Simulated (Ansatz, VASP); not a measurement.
**One calculation of LiCl, two programs**

```
Li Cl
1.0
     6.47882    0.00000    0.00000
     0.00000    6.47882    0.00000
     0.00000    0.00000    3.47941
Li Cl
4 4
Direct
  0.66106 0.66106 0.50000
  0.16106 0.83894 0.25000
  0.33894 0.33894 0.00000
  0.83894 0.16106 0.75000
  0.82768 0.82768 0.00000
  0.32768 0.67232 0.75000
  0.17232 0.17232 0.50000
  0.67232 0.32768 0.25000
```

Alike in both runs: functional PBE; k mesh 4 × 4 × 6; occupations gaussian, width 0.02 eV; no spin polarisation.

Ansatz relaxed the structure, and its values are those at the end. VASP's run is a single point on that final structure, the one shown.

|  | VASP | Ansatz |
| --- | --- | --- |
| version | VASP 6.6.1 | Ansatz 0.2.0 |
| potentials or method | VASP PAW PBE potentials, release 64 (Li_sv, Cl) | scalar-relativistic, plane waves, PAW |
| plane-wave cutoff (eV) | 520 | 420 |
| valence electrons in the cell | 40 | 40 |

VASP gave:

| Property | Result |
| --- | --- |
| gap on the k mesh at the Fermi level (eV) | 6.10 |
| least direct gap on the mesh (eV) | 6.18 |
| rms of the force components (eV/Å) | 0.004 |

What did Ansatz give for the same quantities?

gap on the k mesh at the Fermi level (eV): 6.09; least direct gap on the mesh (eV): 6.17; rms of the force components (eV/Å): 0.004.

 Expect the measured gap to be larger: semilocal functionals such as PBE lack the derivative discontinuity. A k mesh can miss the band edges.
